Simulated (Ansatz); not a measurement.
The system is PbS.

```
CELL_PARAMETERS angstrom
2.07995 -5.99130 0.00000
2.07995 5.99130 0.00000
0.00000 0.00000 4.27932
ATOMIC_POSITIONS crystal
Pb 0.13056 0.86944 0.25000
Pb 0.86944 0.13056 0.75000
S 0.35480 0.64520 0.25000
S 0.64520 0.35480 0.75000
```

Measurements of this composition are mostly on another form, of space group No. 225.

- Program: Ansatz 0.2.0
- Task: relaxation of cell and atoms
- Functional: PBE
- Dispersion: D4
- Potentials or basis: Ansatz PAW
- Cutoff: 420 eV (not typed: the program's choice for these potentials)
- k mesh: 7 × 7 × 6
- Occupations: fermi-dirac, width 0.05 eV
- Spin: no spin polarisation

At the start: volume 26.66 Å³/atom.

Task: Where does the relaxation end?

Result: It ends after 6 steps and the volume is 25.56 Å³/atom (-4.2 %); space group Cmcm (No. 63, to 0.05 Å).

Step by step:
```csv
step,energy change (eV),largest force (eV/Å),volume (Å³)
1,0.0000,0.0949,106.65
2,-0.0156,0.0697,100.21
3,-0.0209,0.0494,102.70
4,-0.0219,0.0100,102.35
5,-0.0220,0.0002,102.22
6,-0.0215,0.0002,102.22
```

Final structure:
```xyz
4
Lattice="2.0564 -5.8193 0.0000 2.0564 5.8193 0.0000 0.0000 0.0000 4.2711" Properties=species:S:1:pos:R:3 pbc="T T T"
Pb    2.0564    4.3403    1.0678
Pb    2.0564   -4.3403    3.2033
S     2.0564    1.6366    1.0678
S     2.0564   -1.6366    3.2033
```

Caveat: the plane-wave basis is chosen anew once the cell has moved, so the energies of steps on either side of that aren't comparable.
